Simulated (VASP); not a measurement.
# P (Imma) in VASP: notebook, part 2 of 2

VASP 6.6.1. Earlier steps stand in the parts before.

### 6 Single point, RPBE

Input file run.py:

```python
from ase.calculators.vasp import Vasp
from ase.dft.bandgap import bandgap
from ase.io import read

atoms = read('P.cif', primitive_cell=True, subtrans_included=False)
calc = Vasp(
    directory='calc',
    xc='rpbe',
    pp='PBE',
    setups='minimal',
    prec='Accurate',
    encut=500,
    ediff=1e-07,
    ismear=0,
    sigma=0.1,
    lreal=False,
    lasph=True,
    nelm=80,
    algo='Normal',
    isif=2,
    lwave=False,
    lcharg=False,
    kpts=[11, 11, 11],
    gamma=True,
)
atoms.calc = calc

print('energy (eV):', atoms.get_potential_energy())
print('free energy (eV):', atoms.get_potential_energy(force_consistent=True))
print('forces (eV/A):')
print(atoms.get_forces())
print('stress (eV/A^3, Voigt):', atoms.get_stress())
print('Fermi level (eV):', calc.get_fermi_level())
gap, top, bottom = bandgap(calc)
print('band gap (eV):', gap, 'from (spin, k, band)', top, 'to', bottom)
```

Input file P.cif:

```cif
data_P
_cell_length_a 3.38302009
_cell_length_b 5.03033007
_cell_length_c 3.71788827
_cell_angle_alpha 90.00000000
_cell_angle_beta 90.00000000
_cell_angle_gamma 90.00000000
_space_group_name_H-M_alt 'Imma'
_space_group_name_Hall '-I 2b 2'
_space_group_IT_number 74
loop_
_space_group_symop_operation_xyz
'x,y,z'
'-x,-y,-z'
'-x,-y+1/2,z'
'x,y+1/2,-z'
'x,-y,-z'
'-x,y,z'
'-x,y+1/2,-z'
'x,-y+1/2,z'
'x+1/2,y+1/2,z+1/2'
'-x+1/2,-y+1/2,-z+1/2'
'-x+1/2,-y,z+1/2'
'x+1/2,y,-z+1/2'
'x+1/2,-y+1/2,-z+1/2'
'-x+1/2,y+1/2,z+1/2'
'-x+1/2,y,-z+1/2'
'x+1/2,-y,z+1/2'
loop_
_atom_site_label
_atom_site_type_symbol
_atom_site_symmetry_multiplicity
_atom_site_Wyckoff_symbol
_atom_site_fract_x
_atom_site_fract_y
_atom_site_fract_z
_atom_site_occupancy
P1 P 4 e 0.0000000000 0.2500000000 0.9466908900 1
```

Potentials or basis: VASP PAW PBE potentials, release 64 (P).

On the command line:

```bash
> python run.py
```

What it wrote:

```text
energy (eV): -9.88520993
free energy (eV): -9.8854942
forces (eV/A):
[[ 0.          0.          0.33933485]
 [-0.         -0.         -0.33933485]]
stress (eV/A^3, Voigt): [-0.02912605 -0.01734198 -0.0240706  -0.         -0.         -0.        ]
Fermi level (eV): 9.16108488
band gap (eV): 0.0 from (spin, k, band) (None, None, None) to (None, None, None)
```

OUTCAR:

```text
ENCUT = 500.000000
   EDIFF = 1.00e-07
   GGA = RP
   PREC = Accurate
   ISIF = 2
   ISMEAR = 0
   NELM = 80
   LASPH = .TRUE.
   LREAL = .FALSE.

 ion  position               nearest neighbor table
   1  0.197  0.947  0.250-   2 2.24   2 2.24   2 2.55   2 2.55   2 2.82   2 2.82
   2  0.803  0.053  0.750-   1 2.24   1 2.24   1 2.55   1 2.55   1 2.82   1 2.82

  LATTYP: Found a body centered orthorhombic cell.
 ALAT       =     3.3830200900
 B/A-ratio  =     1.0989849812
 C/A-ratio  =     1.4869347317

  Lattice vectors:

 A1 = (   1.6915100450,  -2.5151650350,  -1.8589441350)
 A2 = (  -1.6915100450,  -2.5151650350,   1.8589441350)
 A3 = (  -1.6915100450,   2.5151650350,  -1.8589441350)

Analysis of symmetry for initial positions (statically):
=====================================================================
 Subroutine PRICEL returns:
 Original cell was already a primitive cell.

 Routine SETGRP: Setting up the symmetry group for a
 body centered orthorhombic supercell.

 Subroutine GETGRP returns: Found  8 space group operations
 (whereof  4 operations were pure point group operations)
 out of a pool of  8 trial point group operations.
[... 175 lines left out ...]
  band No.  band energies     occupation
      1      -7.3479      2.00000
      2       5.9447      2.00000
      3       6.0367      2.00000
      4       6.1965      2.00000
      5       6.8600      2.00000
      6      10.5107      0.00000
      7      11.4522      0.00000
      8      13.2393      0.00000
      9      14.1991      0.00000
[... 265 lines left out ...]
 k-point    24 :      -0.4545    0.1818    0.0000
  band No.  band energies     occupation
      1      -5.3546      2.00000
      2      -0.1977      2.00000
      3       3.2940      2.00000
      4       6.4995      2.00000
      5       7.8369      2.00000
      6       9.7355      0.00000
      7      11.1380      0.00000
      8      13.3959      0.00000
      9      15.2816      0.00000

 [... further k-points ...]

------------------------ aborting loop because EDIFF is reached ----------------------------------------

  FORCE on cell =-STRESS in cart. coord.  units (eV):
  Direction    XX          YY          ZZ          XY          YZ          ZX
  --------------------------------------------------------------------------------------
  -------------------------------------------------------------------------------------
  Total        0.9214013      0.5486128      0.7614722      0.0000000      0.0000000      0.0000000
  in kB       46.6650804     27.7849157     38.5653449      0.0000000      0.0000000      0.0000000
  external PRESSURE =      37.6717803 kB  Pullay stress =       0.0000000 kB

 VOLUME and BASIS-vectors are now :
 -----------------------------------------------------------------------------
  energy-cutoff  :      500.00
  volume of cell :       31.63
      direct lattice vectors                 reciprocal lattice vectors
    -1.691510045  2.515165035  1.858944135     0.000000000  0.198794112  0.268969890
     1.691510045 -2.515165035  1.858944135     0.295593870  0.000000000  0.268969890
     1.691510045  2.515165035 -1.858944135     0.295593870  0.198794112  0.000000000

 POSITION                                       TOTAL-FORCE (eV/Angst)
 -----------------------------------------------------------------------------------
      1.69151     -1.25758      1.66075         0.000000      0.000000      0.339335
      0.00000      3.77275      0.19820        -0.000000     -0.000000     -0.339335
 -----------------------------------------------------------------------------------
    total drift:                                0.000000     -0.000000     -0.000000

  FREE ENERGIE OF THE ION-ELECTRON SYSTEM (eV)
  ---------------------------------------------------
  free  energy   TOTEN  =        -9.8854942013 eV

  energy  without entropy=       -9.8849256681  energy(sigma->0) =       -9.88520993
```

INCAR:

```text
ENCUT = 500.000000
SIGMA = 0.100000
EDIFF = 1.00e-07
ALGO = Normal
GGA = RP
PREC = Accurate
ISIF = 2
ISMEAR = 0
NELM = 80
LASPH = .TRUE.
LCHARG = .FALSE.
LWAVE = .FALSE.
LREAL = .FALSE.
```

Run time: 54 s. Hardware: 1 thread of Intel Xeon Platinum 8375C at 2.90GHz (Ice Lake), shared host; peak memory 0.18 GiB.

What came out:

| Quantity | Value |
| --- | --- |
| Free energy | -9.8855 eV |
| Pressure | 3.8 GPa |
| Largest force | 0.339 eV/Å |
| Band gap on the k mesh | none (metal or under the smearing width) |

Forces in eV/Å, atoms in the order of the input:
```
P    0.000  0.000  0.339
P    0.000  0.000 -0.339
```

Caveat: the PAW data sets were made with another functional, which shifts forces and pressure a little.

### 7 The runs side by side

| task | level | cell | cutoff (eV) | smearing | gap on the mesh (eV) | pressure (GPa) | relaxed volume (Å³/atom) | largest force (eV/Å) |
| --- | --- | --- | --- | --- | --- | --- | --- | --- |
| relaxation of cell and atoms | r2SCAN | relaxed | 600 | gaussian 0.05 eV | none | 0.0 | 15.96 | 0.01 |
| relaxation of cell and atoms | revTPSS | relaxed | 600 | gaussian 0.05 eV | none | 0.0 | 15.65 | - |
| relaxation of cell and atoms | r2SCAN+rVV10 | relaxed | 600 | gaussian 0.05 eV | none | 0.0 | 15.75 | 0.01 |
| single point | RPBE | as given | 500 | gaussian 0.1 eV | none | 3.8 | - | 0.34 |

Alike in all rows: potentials or basis VASP PAW PBE potentials, release 64 (P); no spin polarisation; k mesh 11 × 11 × 11.

Caveats: the PAW data sets were made with another functional, which shifts forces and pressure a little.

Absolute energies hang on the potentials; compare differences alone.
